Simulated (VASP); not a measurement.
A run of VASP 6.6.1:

INCAR

```
SYSTEM = EuO
ALGO = Normal ; AMIX = 0.2
AMIX_MAG = 0.8 ; BMIX = 1E-4
BMIX_MAG = 1E-4 ; EDIFF = 1E-6
EDIFFG = -0.01 ; ENCUT = 600
GGA = PE ; IBRION = 2
ISIF = 3 ; ISMEAR = 0
ISPIN = 2 ; LASPH = .TRUE.
LCHARG = .FALSE. ; LDAU = .TRUE.
LDAUJ = 0 0 ; LDAUL = 3 -1
LDAUPRINT = 1 ; LDAUTYPE = 2
LDAUU = 6 0 ; LMAXMIX = 6
LORBIT = 11 ; LREAL = .FALSE.
LWAVE = .FALSE. ; MAGMOM = 7 0
NELM = 150 ; NSW = 90
PREC = Accurate ; SIGMA = 0.03
```

File KPOINTS:

```
k-points
0
G
  10 10 10
  0 0 0
```

Contents of POSCAR:

```
EuO
1.0
    0.0000000000      2.5719500000      2.5719500000
    2.5719500000      0.0000000000      2.5719500000
    2.5719500000      2.5719500000      0.0000000000
Eu O
1 1
Direct
    0.0000000000      0.0000000000      0.0000000000
    0.5000000000      0.5000000000      0.5000000000
```

Potentials or basis: VASP PAW PBE potentials, release 64 (Eu, O).

The run is started by

```console
$ cat potpaw_PBE.64/Eu/POTCAR potpaw_PBE.64/O/POTCAR > POTCAR
$ mpirun -np 1 vasp_std > vasp.out
```

Hardware: 1 thread of Intel(R) Xeon(R) Platinum 8488C (Sapphire Rapids), on a shared host.

Task: How long does it take, and how much memory?

Result: It took 2.8 min on 1 thread of Intel(R) Xeon(R) Platinum 8488C (Sapphire Rapids), with other jobs on the host, peak memory 0.25 GiB. Counts: scf iterations 40, k points 47, ion steps 3.
